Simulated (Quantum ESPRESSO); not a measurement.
**PtSe2 (Sudovikovite): equation of state with LDA**

Crystal: PtSe2 (Sudovikovite).

```xyz
3
Lattice="3.7240 0.0000 0.0000 -1.8620 3.2251 0.0000 0.0000 0.0000 5.0620" Properties=species:S:1:pos:R:3 pbc="T T T"
Pt    0.0000    0.0000    0.0000
Se    1.8620    1.0750    3.7965
Se    0.0000    2.1501    1.2655
```

* Program: Quantum ESPRESSO 7.5
* Task: equation of state
* Functional: LDA
* Potentials or basis: PseudoDojo 0.4.1 SR LDA standard
* Cutoff: 1170 eV
* Density cutoff: 4680 eV
* k mesh: 8 × 8 × 5
* Occupations: fermi-dirac, width 0.05 eV
* Spin: no spin polarisation

* Equilibrium volume: 20.18 Å³/atom
* Bulk modulus at fixed shape and positions: 135 GPa
* Pressure derivative of the bulk modulus: 4.9

Energy against volume, from the lowest point:
```
volume (Å³/atom)  energy (meV/atom)
          19.049              29.76
          19.455              11.66
          19.860               2.06
          20.265               0.00
          20.671               4.66
          21.076              15.28
          21.481              31.21
```

All runs of the series together: 16 min on 1 thread of Arm Neoverse V1, on a shared host.

Caveat: the cell was scaled at fixed shape and fractional positions, which overstates the stiffness of a crystal with free parameters, most of all of layers and chains. The run has no spin-orbit coupling, so splittings on Pt are missing.
